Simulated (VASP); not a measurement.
Here is a VASP 6.6.1 calculation.

Contents of INCAR:

```
  PREC = Accurate
  ENCUT = 520
  EDIFF = 1E-7
  ISMEAR = 0
  SIGMA = 1.0
  LREAL = F
  LASPH = T
  NELM = 80
  ALGO = Normal
  ISIF = 2
  LWAVE = F
  LCHARG = F
  GGA = PE
  NBANDS = 11
```

Contents of KPOINTS:

```
regular mesh
0
Gamma
  12 12 12
```

Contents of POSCAR:

```
BAs                                     
1.0
    0.0000000000      2.3336447041      2.3336447041
    2.3336447041      0.0000000000      2.3336447041
    2.3336447041      2.3336447041      0.0000000000
  B               As            
     1     1
Direct
     0.0000000000000000    0.0000000000000000    0.0000000000000000
     0.2500000000000000    0.2500000000000000    0.2500000000000000
```

Potentials or basis: VASP PAW PBE potentials, release 64 (B, As).

Command:

```console
$ cat potpaw_PBE.64/B/POTCAR potpaw_PBE.64/As/POTCAR > POTCAR
$ mpirun -np 1 vasp_std > vasp.out
```

(1) Estimate the pressure.

(2) Predict the band gap on the k mesh.

## Answers

(1) 15.1 GPa.

(2) 1.11 eV, indirect (least direct gap 3.37 eV).
